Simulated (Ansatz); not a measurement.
# AlN: response to strain

Aim: deform AlN (equal xy, yz and zx engineering shear strains of -1 %) and compute stress, forces and field gradients with LAPW, PAW and all-electron datasets made for the crystal.

Computed with Ansatz 0.2.0 (DFT PBE, scalar-relativistic, unless a step's input says otherwise).

## (1) The structure to begin with

It takes space group P6_3mc (No. 186, hexagonal). The conventional cell has a = 3.111 Å, b = 3.111 Å, c = 4.978 Å, α = 90.00°, β = 90.00°, γ = 120.00°. Al (site symmetry 3m) has 4 N at 1.89 to 1.92 Å as nearest neighbours. Around N (site symmetry 3m) lie 4 Al at 1.89 to 1.92 Å.

Coordinates:

```cif
data_structure
_symmetry_space_group_name_H-M 'P 1'
_symmetry_Int_Tables_number 1
_cell_length_a 3.1110
_cell_length_b 3.1110
_cell_length_c 4.9780
_cell_angle_alpha 90.000
_cell_angle_beta 90.000
_cell_angle_gamma 120.000
_cell_volume 41.72
loop_
_atom_site_label
_atom_site_type_symbol
_atom_site_fract_x
_atom_site_fract_y
_atom_site_fract_z
_atom_site_occupancy
Al1 Al 0.33333 0.66667 0.00000 1
Al2 Al 0.66667 0.33333 0.50000 1
N1 N 0.33333 0.66667 0.38500 1
N2 N 0.66667 0.33333 0.88500 1
```

Atoms are numbered in the order of the input: Al1, Al2, N3, N4.

## (2) After the deformation

Space group P6_3mc before, P1 after.

## (3) All-electron LAPW

File input.yaml:

```yaml
crystal:
  lattice:
    - [3.1110021516, -0.0155550108, -0.0155550108]
    - [-1.5689721103, 2.7019843999, -0.0056935291]
    - [-0.02489, -0.02489, 4.978]
  atoms:
    - { symbol: Al, position: [0.3333333333, 0.6666666667, 0.0] }
    - { symbol: Al, position: [0.6666666667, 0.3333333333, 0.5] }
    - { symbol: "N", position: [0.3333333333, 0.6666666667, 0.385] }
    - { symbol: "N", position: [0.6666666667, 0.3333333333, 0.885] }
kpoints:
  mp_grid: { grid: [11, 11, 6] }
  band_path:
    path:
      - [0.0, 0.0, 0.0]
      - [0.0, 0.0, 0.5]
      - [-0.5, 0.5, 0.0]
      - [0.0, 0.0, 0.0]
      - [0.0, -0.5, 0.0]
      - [-0.5, 0.0, 0.5]
      - [0.0, 0.0, 0.0]
      - [-0.5, 0.0, 0.0]
      - [0.0, -0.5, 0.5]
    npoints: 5
scf:
  occupations: { method: fermi_dirac, width: 0.02 }
hamiltonian:
  xc: pbe
  pseudopotentials: { kind: all_electron, lapw: { basis_error: 0.001 } }
output:
  forces: true
  stress: true
  eigenvalues: true
```

Launch:

```bash
> ansatz run input.yaml --threads 1 --pin off --max-ram 4096MiB --backend cpu --events-out ev --progress --plain --runs-dir out
```

Output, shortened:

```text
LAPW: plane waves up to 10.080 Å⁻¹, error target 1.0e-3 eV per atom; small_component_spin mean_spin; N in spheres of 0.896 Å, 7 of its electrons in bands, Dirac shells []; Al in spheres of 0.974 Å, 11 of its electrons in bands, Dirac shells []
[...]
Pseudopotentials: kind: all_electron
Pseudopotential: Al, LAPW, valence charge 11, Koelling and Harmon's equation, gaussian nucleus
Pseudopotential: N, LAPW, valence charge 7, Koelling and Harmon's equation, gaussian nucleus
Functional definition: PBE
[...]
Crystal: 4 atoms, lattice volume = 41.721 Å³
Basis set: ecut = 387.12736143993476 eV, 707 PW (Γ), FFT grids on a1+a2, −a1, a3, exchange–correlation at level 2
Bands: 22, of which v1, the nominal top of the filled ones, is band 18 counted from 1 (17 counted from 0)
Symmetry: 1 space group operations
Space group: P1 (ITA 1), of the structure as read, at distance tolerance 3.5e-5 Å
k-points: 364 of 726 (time reversal used)
[...]
SCF iter   1: F=—  HF=-16205.560075 eV  |F-HF|=—  |Δ(HF+E_count)|=         —  Δρ=1.51e-1  dr2=1.14e1  ethr=3.16e-2  ⟨swp⟩=2.0  Hψ=55079  notcnv=0
[...]
the basis was enlarged: its passes take 673.2 KiB over the memory plan, 1 of 1 planned eigensolver slots
[...]
SCF iter   8: F=-16200.798817 eV  HF=-16200.798817 eV  |F-HF|=4.87e-9  |Δ(HF+E_count)|=   2.63e-7  Δρ=8.08e-6  dr2=2.51e-8  ethr=1.28e-9  ⟨swp⟩=3.0  Hψ=25616  notcnv=0
[...]
NSCF: frozen V_eff on 41 k-points
SCF converged after 8 iterations
Free energy (F): -16200.798817 eV
[...]
E sigma→0 (E₀):  -16200.798817 eV
Fermi energy:    10.836962 eV
[...]
--- Forces (eV/Å), atoms counted from 1 ---
  atom   1  Al     0.15457688     0.05842755     0.18545804
  atom   2  Al    -0.04141059     0.05459810     0.18185627
  atom   3  N      0.05833179    -0.05462698    -0.18150360
  atom   4  N     -0.17150266    -0.05840337    -0.18585672
[...]
--- Stress (GPa, compression-positive) ---
        4.599505       1.797598       1.283955
        1.797598       4.600408       1.283353
        1.283955       1.283353       2.749639
  P = ⅓ Tr σ = 3.9832 GPa (39.832 kbar)
--- Band table (eV; the first three rows and the last of 364) ---
  k-point 0: bands = ["-364.9595", "-364.9590", "-91.8981", "-91.8970", "-53.3793", "-53.3684", "-53.3564", "-53.3557", "-53.3527", "-53.3524", "-6.5009", "-4.3474", "2.7173", "7.7768", "7.8314", "8.4325", "8.4771", "8.7563", "12.9092", "15.3638", "19.3453", "19.7500"]
[...]
```

Run time: 97 s. Hardware: 1 thread of Intel Xeon 6975P-C (Granite Rapids), shared host; peak memory 1.2 GiB.

Result: pressure 3.98 GPa; gap 4.15 eV, direct at Γ; largest force 0.260 eV/Å.

## (4) Frozen-core PAW

File input.yaml:

```yaml
crystal:
  lattice:
    - [3.1110021516, -0.0155550108, -0.0155550108]
    - [-1.5689721103, 2.7019843999, -0.0056935291]
    - [-0.02489, -0.02489, 4.978]
  atoms:
    - { symbol: Al, position: [0.3333333333, 0.6666666667, 0.0] }
    - { symbol: Al, position: [0.6666666667, 0.3333333333, 0.5] }
    - { symbol: "N", position: [0.3333333333, 0.6666666667, 0.385] }
    - { symbol: "N", position: [0.6666666667, 0.3333333333, 0.885] }
kpoints:
  mp_grid: { grid: [11, 11, 6] }
scf:
  occupations: { method: fermi_dirac, width: 0.02 }
hamiltonian:
  xc: pbe
  pseudopotentials: { kind: paw }
output:
  forces: true
  stress: true
  eigenvalues: true
  efg: { contact_densities: true }
```

Launch:

```bash
> ansatz run input.yaml --threads 1 --pin off --max-ram 4096MiB --backend cpu --events-out ev --progress --plain --runs-dir out
```

Output, shortened:

```text
[...]
Pseudopotentials: kind: paw
Pseudopotential: Al, paw, valence charge 3, recommended cutoff 420 eV (normal)
Pseudopotential: N, paw, valence charge 5, recommended cutoff 420 eV (normal)
[... 1 set-up line as earlier in the session ...]
[...]
Crystal: 4 atoms, lattice volume = 41.721 Å³
Basis set: ecut = 420 eV, 817 PW (Γ), exchange–correlation on 48×48×72 points (8 copies of the dense FFT grid, shifted against one another)
Bands: 12, of which v1, the nominal top of the filled ones, is band 8 counted from 1 (7 counted from 0)
[... 2 set-up lines as earlier in the session ...]
k-points: 364 of 726 (time reversal used)
[...]
SCF iter   1: F=—  HF=-1848.488448 eV  |F-HF|=—  |Δ(HF+E_count)|=         —  Δρ=8.54e-4  dr2=1.51e-4  ethr=1.77e-3  ⟨swp⟩=6.3  Hψ=30130  notcnv=0
[...]
        1.283153       1.282440       2.834900
  P = ⅓ Tr σ = 4.0794 GPa (40.794 kbar)
--- PAW observables at the nuclei: V_zz in 10²¹ V/m², potentials from the cell's mean, atoms counted from 1 ---
  atom   1  Al V_zz =    +0.846993   η = 0.5088   by run symmetry: allowed
            electrostatic potential = -1231.331206 V   contact ρ = 10081.562022 e/Å³
  atom   2  Al V_zz =    +0.849944   η = 0.2411   by run symmetry: allowed
            electrostatic potential = -1231.329878 V   contact ρ = 10081.559723 e/Å³
  atom   3  N  V_zz =    -0.222941   η = 0.0440   by run symmetry: allowed
            electrostatic potential = -516.706683 V   contact ρ = 1412.639295 e/Å³
  atom   4  N  V_zz =    -0.255912   η = 0.0274   by run symmetry: allowed
            electrostatic potential = -516.707135 V   contact ρ = 1412.639917 e/Å³
--- Band table (eV; the first three rows and the last of 364) ---
  k-point 0: bands = ["-8.0179", "-5.8721", "1.1969", "6.2487", "6.3035", "6.9014", "6.9461", "7.2261", "11.3719", "13.8396", "17.8150", "18.2303"]
[...]
```

Wall time 8.1 s (1 thread of Intel Xeon 6975P-C (Granite Rapids), shared host); peak memory 0.53 GiB.

Result: pressure 4.08 GPa; gap on the k mesh 4.15 eV; largest force 0.259 eV/Å; Vzz Al1 0.85 (η = 0.51), Al2 0.85 (η = 0.24), N3 -0.22 (η = 0.04), N4 -0.26 (η = 0.03) (10²¹ V/m²).

## (5) Datasets made for this crystal

input.yaml, as its differences from that of step 4:

```diff
@@ -16,3 +16,3 @@
   xc: pbe
-  pseudopotentials: { kind: paw }
+  pseudopotentials: { kind: all_electron, datasets: crystal }
 output:
```

Launch:

```bash
> ansatz run input.yaml --threads 1 --pin off --max-ram 4096MiB --backend cpu --events-out ev --progress --plain --runs-dir out
```

Output, shortened:

```text
[...]
[... 1 set-up line as earlier in the session ...]
Pseudopotential: Al, paw, valence charge 11, recommended cutoff 380 eV (normal), Koelling and Harmon's equation, gaussian nucleus
Pseudopotential: N, paw, valence charge 5, recommended cutoff 380 eV (normal), Koelling and Harmon's equation, gaussian nucleus
[... 1 set-up line as earlier in the session ...]
[...]
Crystal: 4 atoms, lattice volume = 41.721 Å³
Basis set: ecut = 380 eV, 693 PW (Γ), exchange–correlation on 48×48×72 points (8 copies of the dense FFT grid, shifted against one another)
Bands: 12, of which v1, the nominal top of the filled ones, is band 8 counted from 1 (7 counted from 0)
[... 2 set-up lines as earlier in the session ...]
k-points: 364 of 726 (time reversal used)
[...]
        1.283945       1.283273       2.747418
  P = ⅓ Tr σ = 3.9810 GPa (39.810 kbar)
  It holds what live shells' own plane waves past their cutoff add
--- PAW observables at the nuclei: V_zz in 10²¹ V/m², potentials from the cell's mean, atoms counted from 1 ---
  atom   1  Al V_zz =    +0.853927   η = 0.4892   by run symmetry: allowed
            electrostatic potential = -1231.087927 V   contact ρ = 10087.642565 e/Å³
  atom   2  Al V_zz =    +0.858208   η = 0.2379   by run symmetry: allowed
            electrostatic potential = -1231.087129 V   contact ρ = 10087.640422 e/Å³
  atom   3  N  V_zz =    -0.220333   η = 0.0788   by run symmetry: allowed
            electrostatic potential = -516.741452 V   contact ρ = 1412.887925 e/Å³
  atom   4  N  V_zz =    -0.254425   η = 0.0418   by run symmetry: allowed
            electrostatic potential = -516.742101 V   contact ρ = 1412.888683 e/Å³
--- Band table (eV; the first three rows and the last of 364) ---
  k-point 0: bands = ["-6.5010", "-4.3474", "2.7173", "7.7768", "7.8313", "8.4324", "8.4771", "8.7563", "12.9091", "15.3637"]
[...]
```

Run time: 33 s. Hardware: 1 thread of Intel Xeon 6975P-C (Granite Rapids), shared host; peak memory 1.4 GiB.

In short: pressure 3.98 GPa; gap on the k mesh 4.15 eV; largest force 0.260 eV/Å; Vzz Al1 0.85 (η = 0.49), Al2 0.86 (η = 0.24), N3 -0.22 (η = 0.08), N4 -0.25 (η = 0.04) (10²¹ V/m²).

## (6) Stress and forces compared

Stress (GPa, compression positive):

| method | xx | yy | zz | yz | xz | xy |
| --- | --- | --- | --- | --- | --- | --- |
| LAPW | 4.60 | 4.60 | 2.75 | 1.28 | 1.28 | 1.80 |
| PAW | 4.70 | 4.70 | 2.83 | 1.28 | 1.28 | 1.80 |
| crystal datasets | 4.60 | 4.60 | 2.75 | 1.28 | 1.28 | 1.80 |

Forces (eV/Å):

| atom | LAPW x | LAPW y | LAPW z | PAW x | PAW y | PAW z | crystal datasets x | crystal datasets y | crystal datasets z |
| --- | --- | --- | --- | --- | --- | --- | --- | --- | --- |
| Al1 | 0.155 | 0.058 | 0.185 | 0.154 | 0.058 | 0.184 | 0.155 | 0.058 | 0.185 |
| Al2 | -0.041 | 0.055 | 0.182 | -0.041 | 0.055 | 0.181 | -0.041 | 0.055 | 0.182 |
| N3 | 0.058 | -0.055 | -0.182 | 0.058 | -0.055 | -0.180 | 0.058 | -0.055 | -0.182 |
| N4 | -0.172 | -0.058 | -0.186 | -0.171 | -0.058 | -0.185 | -0.172 | -0.058 | -0.186 |

```
          method  pressure (GPa)  gap on the k mesh (eV)  largest force (eV/Å)  Vzz Al1 (10²¹ V/m²)  Vzz Al2 (10²¹ V/m²)  Vzz N3 (10²¹ V/m²)  SCF cycles, all passes
            LAPW            3.98                    4.15                 0.260                    –                    –                   –                       8
             PAW            4.08                    4.15                 0.259                 0.85                 0.85               -0.22                       6
crystal datasets            3.98                    4.15                 0.260                 0.85                 0.86               -0.22                       9
```

## (7) Results

| quantity | value |
| --- | --- |
| pressure | LAPW 3.98, PAW 4.08, crystal datasets 3.98 GPa |
| largest shear or deviatoric stress (LAPW) | 1.80 GPa |

**Reading.** The largest part of the stress beyond the pressure is 1.80 GPa in size, in the xy component; the atoms are carried along and not relaxed. No run of the undeformed cell stands beside it, so the pressure holds what the given cell had before the change. PAW: stress within 0.10 GPa of LAPW, forces within 1 meV/Å. Crystal datasets: stress within 0.01 GPa of LAPW, forces within 1 meV/Å.
